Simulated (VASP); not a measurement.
# TiO2 (I4_1/amd) in VASP: a series of runs, part 3 of 3

VASP 6.6.1. The steps go on from the part before.

## (6) Relaxation of cell and atoms, rev-vdW-DF2

File INCAR:

```
AGGAC = 0.0
ALGO = Normal
EDIFF = 1E-6
EDIFFG = -0.01
ENCUT = 600
GGA = MK
IBRION = 2
ISIF = 3
ISMEAR = 0
KPAR = 2
LASPH = T
LCHARG = F
LREAL = F
LUSE_VDW = T
LWAVE = F
NELM = 80
NSW = 90
PARAM1 = 0.1234
PARAM2 = 0.711357
PREC = Accurate
SIGMA = 0.03
ZAB_VDW = -1.8867
```

File KPOINTS:

```
k-points
0
Gamma
  10 10 10
```

File POSCAR:

```
TiO2
1.0
   -1.8921000000      1.8921000000      4.7573000000
    1.8921000000     -1.8921000000      4.7573000000
    1.8921000000      1.8921000000     -4.7573000000
Ti O
2 4
Direct
    0.0000000000      0.0000000000      0.0000000000
    0.7500000000      0.2500000000      0.5000000000
    0.2081000000      0.2081000000      0.0000000000
    0.9581000000      0.4581000000      0.5000000000
    0.5419000000      0.0419000000      0.5000000000
    0.7919000000      0.7919000000      0.0000000000
```

Potentials or basis: VASP PAW PBE potentials, release 64 (Ti_sv, O).

The run is started by

```
cat potpaw_PBE.64/Ti_sv/POTCAR potpaw_PBE.64/O/POTCAR > POTCAR
mpirun -np 2 vasp_std > vasp.out
```

OUTCAR:

```text
EDIFF = 1E-6
   EDIFFG = -0.01
   ENCUT = 600
   GGA = MK
   IBRION = 2
   ISIF = 3
   ISMEAR = 0
   LASPH = T
   LREAL = F
   NELM = 80
   NSW = 90
   PREC = Accurate

 ion  position               nearest neighbor table
   1  0.000  0.000  0.000-   5 1.93   4 1.93   5 1.93   4 1.93   3 1.98   6 1.98
   2  0.750  0.250  0.500-   6 1.93   3 1.93   6 1.93   3 1.93   4 1.98   5 1.98
   3  0.208  0.208  0.000-   2 1.93   2 1.93   1 1.98
   4  0.958  0.458  0.500-   1 1.93   1 1.93   2 1.98
   5  0.542  0.042  0.500-   1 1.93   1 1.93   2 1.98
   6  0.792  0.792  0.000-   2 1.93   2 1.93   1 1.98

  LATTYP: Found a body centered tetragonal cell.
 ALAT       =     3.7842000000
 C/A-ratio  =     2.5142962846

  Lattice vectors:

 A1 = (  -1.8921000000,   1.8921000000,   4.7573000000)
 A2 = (   1.8921000000,  -1.8921000000,   4.7573000000)
 A3 = (   1.8921000000,   1.8921000000,  -4.7573000000)

Analysis of symmetry for initial positions (statically):
=====================================================================
 Subroutine PRICEL returns:
 Original cell was already a primitive cell.

 Routine SETGRP: Setting up the symmetry group for a
 body centered tetragonal supercell.

 Subroutine GETGRP returns: Found 16 space group operations
 (whereof  8 operations were pure point group operations)
 out of a pool of 16 trial point group operations.

The static configuration has the point symmetry D_2d.
 The point group associated with its full space group is D_4h.

Analysis of symmetry for dynamics (positions and initial velocities):
=====================================================================
 Subroutine PRICEL returns:
 Original cell was already a primitive cell.

 Routine SETGRP: Setting up the symmetry group for a
 body centered tetragonal supercell.

 Subroutine GETGRP returns: Found 16 space group operations
[... 137 lines left out ...]
   GGA     = MK    functional components
   LHFCALC =     F    Hartree Fock is set to
   AEXX    =    0.0000 exact exchange contribution
   IVDW_NL    =     1    kernel type
   BPARAM     = 6.3000
   IVDW    =     0    specifies the selected vdW correction
   LEPSILON=     F    determine dielectric tensor
   LRPA    =     F    only Hartree local field effects (RPA)
 conjugate gradient relaxation of ions
 non-spin polarized calculation
 Gauss-broadening in eV      SIGMA  =   0.03
  energy-cutoff  :      600.00
  volume of cell :       68.13
 maximum number of plane-waves:      2300
 NGX is ok and might be reduce to    48
   NGX = 21   NGY = 21   NGZ = 21

--------------------------------------- Ionic step        1  -------------------------------------------

 number of electron      47.9999997 magnetization

 Free energy of the ion-electron system (eV)
  ---------------------------------------------------
  ext. energy  EPLUGINS =         0.00000000
  ---------------------------------------------------
  free energy    TOTEN  =       -43.74293513 eV

  energy without entropy =      -43.74293513  energy(sigma->0) =      -43.74293513

------------------------ aborting loop because EDIFF is reached ----------------------------------------

  FORCE on cell =-STRESS in cart. coord.  units (eV):
  Direction    XX          YY          ZZ          XY          YZ          ZX
  --------------------------------------------------------------------------------------
  -------------------------------------------------------------------------------------
  Total        1.0816568      1.0816568      1.5680898      0.0000000     -0.0000000      0.0000000
  in kB       25.4384910     25.4384910     36.8784621      0.0000000     -0.0000000      0.0000000
  external PRESSURE =      29.2518147 kB  Pullay stress =       0.0000000 kB
[... 71 lines left out ...]
--------------------------------------- Ionic step        3  -------------------------------------------

 number of electron      47.9999999 magnetization

 Free energy of the ion-electron system (eV)
  ---------------------------------------------------
  ext. energy  EPLUGINS =         0.00000000
  ---------------------------------------------------
  free energy    TOTEN  =       -43.75148512 eV

  energy without entropy =      -43.75148512  energy(sigma->0) =      -43.75148512

 E-fermi :   3.4097     XC(G=0): -10.9151

 val. band max:        3.1264110089   @ k =  -0.4000   0.4000   0.0000
 cond. band min:       5.1773644198   @ k =   0.0000   0.0000   0.0000
 fundamental gap:      2.0509534109
 Fermi energy:         3.4096902279

 k-point     1 :       0.0000    0.0000    0.0000
  band No.  band energies     occupation
      1     -53.1471      2.00000
      2     -53.0896      2.00000
      3     -29.7130      2.00000
      4     -29.4819      2.00000
      5     -29.4819      2.00000
      6     -29.4142      2.00000
[... 733 lines left out ...]
     27       6.5911      0.00000
     28       6.7230      0.00000

 [... further k-points ...]

------------------------ aborting loop because EDIFF is reached ----------------------------------------

  FORCE on cell =-STRESS in cart. coord.  units (eV):
  Direction    XX          YY          ZZ          XY          YZ          ZX
  --------------------------------------------------------------------------------------
  -------------------------------------------------------------------------------------
  Total       -0.0214244     -0.0214244      0.0266456      0.0000000      0.0000000      0.0000000
  in kB       -0.4975957     -0.4975957      0.6188608      0.0000000      0.0000000      0.0000000
  external PRESSURE =      -0.1254436 kB  Pullay stress =       0.0000000 kB
[... 25 lines left out ...]
  energy  without entropy=      -43.7514851198  energy(sigma->0) =      -43.75148512

Total vdW correction in eV:      8.3012770

 reached required accuracy - stopping structural energy minimisation
```

OSZICAR:

```text
N       E                     dE             d eps       ncg     rms          rms(c)
DAV:   1     0.734924197218E+03    0.73492E+03   -0.27274E+04  5712   0.220E+03
DAV:   2     0.715175643506E+02   -0.66341E+03   -0.64373E+03  6116   0.610E+02
DAV:   3    -0.549998421610E+02   -0.12652E+03   -0.12312E+03  8880   0.226E+02
[... 31 lines left out ...]
DAV:   6    -0.437513567604E+02   -0.11783E-02   -0.22493E-03  9172   0.213E-01    0.772E-02
DAV:   7    -0.437514534113E+02   -0.96651E-04   -0.16499E-04  7456   0.104E-01    0.365E-02
DAV:   8    -0.437514812002E+02   -0.27789E-04   -0.57192E-05  7932   0.607E-02    0.591E-03
DAV:   9    -0.437514848872E+02   -0.36870E-05   -0.75865E-06  7356   0.168E-02    0.272E-03
DAV:  10    -0.437514851198E+02   -0.23258E-06   -0.72253E-07  3616   0.542E-03
   3 F= -.43751485E+02 E0= -.43751485E+02  d E =-.854999E-02
```

It took 19 min on 2 MPI ranks of Intel Xeon Platinum 8488C (Sapphire Rapids), shared host; peak memory 0.97 GiB.

Results:

```yaml
Free_energy: -43.7515 eV
Relaxed_volume: 11.50 Å³/atom
Relaxed_cell: a = 5.485 Å, b = 5.485 Å, c = 5.485 Å, α = 139.49°, β = 139.49°, γ = 58.63°
Space_group_after_relaxing_to_0.05_Å: I4_1/amd (No. 141)
Energy_gained_by_relaxing: 1.4 meV/atom
Ionic_steps: 3
Pressure_after_relaxing: 0.0 GPa
Largest_force_after_relaxing: 0.006 eV/Å
Band_gap_on_the_k_mesh: 2.05 eV, indirect (least direct gap 2.39 eV)
```

Forces in eV/Å, atoms in the order of the input:
```
Ti   0.000  0.000  0.000
Ti   0.000  0.000  0.000
O    0.000  0.000 -0.006
O    0.000  0.000 -0.006
O    0.000  0.000  0.006
O    0.000  0.000  0.006
```

The path:
```tsv
step	energy change (eV)	largest force (eV/Å)	pressure (GPa)	volume (Å³)
1	0.0000	0.1295	2.93	68.13
2	0.0075	0.1770	-3.74	70.19
3	-0.0085	0.0061	-0.01	68.98
```

Final structure:
```cif
data_structure
_symmetry_space_group_name_H-M 'P 1'
_symmetry_Int_Tables_number 1
_cell_length_a 5.4848
_cell_length_b 5.4848
_cell_length_c 5.4848
_cell_angle_alpha 139.487
_cell_angle_beta 139.487
_cell_angle_gamma 58.633
_cell_volume 68.98
loop_
_atom_site_label
_atom_site_type_symbol
_atom_site_fract_x
_atom_site_fract_y
_atom_site_fract_z
_atom_site_occupancy
Ti1 Ti 0.00000 0.00000 0.00000 1
Ti2 Ti 0.75000 0.25000 0.50000 1
O1 O 0.20838 0.20838 0.00000 1
O2 O 0.95838 0.45838 0.50000 1
O3 O 0.54162 0.04162 0.50000 1
O4 O 0.79162 0.79162 0.00000 1
```

Levels at points of the mesh, in eV from the valence-band top:
```
           k point  band 20  band 21  band 22  band 23  band 24  band 25  band 26  band 27  band 28
(0.00, 0.00, 0.00)    -0.78    -0.78    -0.78    -0.46    -0.46     2.05     2.77     3.86     3.86
(0.50, 0.00, 0.00)    -1.95    -1.94    -0.95    -0.87    -0.64     3.15     3.45     3.46     3.56
(0.50, 0.50, 0.00)    -2.63    -2.06    -2.06    -0.03    -0.03     3.25     3.25     3.72     3.72
(0.50, 0.50, 0.50)    -1.35    -1.27    -1.27    -0.13    -0.13     2.40     2.40     3.66     3.66
```

Caveat: the PAW data sets were made with another functional, which shifts forces and pressure a little.

## (7) Summary

```csv
level,gap on the mesh (eV),pressure (GPa),relaxed volume (Å³/atom)
RPBE,2.12,0.0,11.96
PBE,2.11,0.0,11.69
rev-vdW-DF2,2.05,0.0,11.50
```

Alike in all rows: task relaxation of cell and atoms; potentials or basis VASP PAW PBE potentials, release 64 (Ti_sv, O); no spin polarisation; cell relaxed; k mesh 10 × 10 × 10; cutoff (eV) 600; smearing gaussian 0.03 eV.

Caveats: the PAW data sets were made with another functional, which shifts forces and pressure a little (some runs).

Absolute energies hang on the potentials; compare differences alone.
